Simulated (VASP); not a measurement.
CuI (Marshite):

```
Cu I
1.0
     0.00000    2.97300    2.97300
     2.97300    0.00000    2.97300
     2.97300    2.97300    0.00000
Cu I
1 1
Direct
  0.25000 0.25000 0.25000
  0.00000 0.00000 0.00000
```

Base run:

- Program: VASP 6.6.1
- Functional: PBE
- Potentials or basis: VASP PAW PBE potentials, release 64 (Cu, I)
- Cutoff: 520 eV
- k mesh: 6 × 6 × 6
- Occupations: gaussian, width 0.03 eV
- Spin: no spin polarisation

Its results: band gap on the k mesh 1.31 eV, direct; pressure 3.2 GPa.

The run is repeated on the same cell with these changes: functional from PBE to HSE06. What comes out?

Band gap on the k mesh 2.72 eV, direct; pressure 3.0 GPa.

HSE06 gives the wider gap, since exact exchange removes part of the self-interaction.

Caveats: spin-orbit coupling is left out, which moves the levels of the heavy elements; the PAW data sets were made with another functional, which shifts forces and pressure a little (some runs).
